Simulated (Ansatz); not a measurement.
Crystal: CdSe.

```
Cd Se
1.0
     0.00000    3.07027    3.07027
     3.07027    0.00000    3.07027
     3.07027    3.07027    0.00000
Cd Se
1 1
Direct
  0.00000 0.00000 0.00000
  0.25000 0.25000 0.25000
```

Measurements of this composition are mostly on another form, of space group No. 186.

* Program: Ansatz 0.2.0
* Task: relaxation of cell and atoms
* Functional: LDA
* Potentials or basis: all-electron LAPW, scalar-relativistic
* Basis error allowed: 0.001 eV/atom
* k mesh: 8 × 8 × 8
* Occupations: fermi-dirac, width 0.05 eV
* Spin: no spin polarisation

At the start: volume 28.94 Å³/atom.

**Question.** How do energy, volume and symmetry change on relaxing?

**Answer.** Over 5 steps the energy falls by 19.7 meV/atom and the volume is 27.12 Å³/atom (-6.3 %); space group F-43m (No. 216, to 0.05 Å).

The path:
```tsv
step	energy change (eV)	largest force (eV/Å)	volume (Å³)
1	0.0000	0.0000	57.88
2	-0.0343	0.0000	53.01
3	-0.0394	0.0000	54.38
4	-0.0394	0.0000	54.23
5	-0.0394	0.0000	54.23
```

Final structure:
```yaml
crystal:
  lattice:
    - [0.00000, 3.00430, 3.00430]
    - [3.00430, 0.00000, 3.00430]
    - [3.00430, 3.00430, 0.00000]
  atoms:
    - { symbol: Cd, position: [0.00000, 0.00000, 0.00000] }
    - { symbol: Se, position: [0.25000, 0.25000, 0.25000] }
```
